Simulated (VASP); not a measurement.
## KI: single point with r2SCAN

**What was measured.**

From a printed reference work, monograph, for a bulk crystal of KI: band gap 6.32 eV.

KI:

```
CELL_PARAMETERS angstrom
0.00000 3.50906 3.50906
3.50906 0.00000 3.50906
3.50906 3.50906 0.00000
ATOMIC_POSITIONS crystal
I 0.50000 0.50000 0.50000
K 0.00000 0.00000 0.00000
```

| Property | Result |
| --- | --- |
| Program | VASP 6.6.1 |
| Task | single point |
| Functional | r2SCAN |
| Potentials or basis | VASP PAW PBE potentials, release 64 (I, K_sv) |
| Cutoff | 520 eV |
| k mesh | 7 × 7 × 7 |
| Occupations | fermi-dirac, width 0.05 eV |
| Spin | no spin polarisation |
| Dipole correction | no |
| Further INCAR settings | ALGO = Normal; EDIFF = 1e-06; NBANDS = 15 |

The pressure is 0.4 GPa and the band gap on the k mesh is 4.66 eV, direct.

Levels at points of the mesh, in eV from the valence-band top:
```csv
k point,band 5,band 6,band 7,band 8,band 9,band 10,band 11,band 12
"(0.00, 0.00, 0.00)",-10.84,0.00,0.00,0.00,4.66,7.04,7.04,7.04
```

Run time: 77 s on 1 thread of Intel(R) Xeon(R) Platinum 8559C (Emerald Rapids), with other jobs on the host, peak memory 0.26 GiB.

A measured gap of KI is 6.32 eV (a printed reference work, monograph); the calculated 4.66 eV misses it by -1.66 eV. Spin-orbit coupling on I is left out. The value is that of r2SCAN on a finite k mesh, which can miss the band edges, without temperature or zero-point motion.

Caveat: the PAW data sets were made with another functional, which shifts forces and pressure a little; spin-orbit coupling is left out, which moves the levels of the heavy elements.
